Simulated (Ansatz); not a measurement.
Ru, 2 atoms in the cell. The structure is hexagonal, space group P6_3/mmc (No. 194). The conventional cell has a = 2.706 Å, b = 2.706 Å, c = 4.282 Å, α = 90.00°, β = 90.00°, γ = 120.00°. Around Ru (site symmetry -6m2) lie 12 Ru at 2.65 to 2.71 Å. 

```yaml
Program: Ansatz 0.2.0
Task: band structure
Functional: RPBE
Potentials_or_basis: all-electron LAPW, scalar-relativistic
Cutoff: 281 eV (chosen from the basis error)
Basis_error_allowed: 0.001 eV/atom
k_mesh: 11 × 11 × 6
Occupations: fermi-dirac, width 0.05 eV
Spin: no spin polarisation
```

Potentials or basis: all-electron LAPW, scalar-relativistic.

Launch:

```bash
$ ansatz run input.yaml --threads 1 --pin off --max-ram 3072MiB --backend cpu --events-out ev --progress --plain --runs-dir out
```

Hardware: 1 thread of Arm Neoverse V1, on a shared host.

Estimate the wall time of this run.

It took 24 s on 1 thread of Arm Neoverse V1, with other jobs on the host, peak memory 0.36 GiB. Counts: scf iterations 8, plane waves 299, k points 64, bands 32.
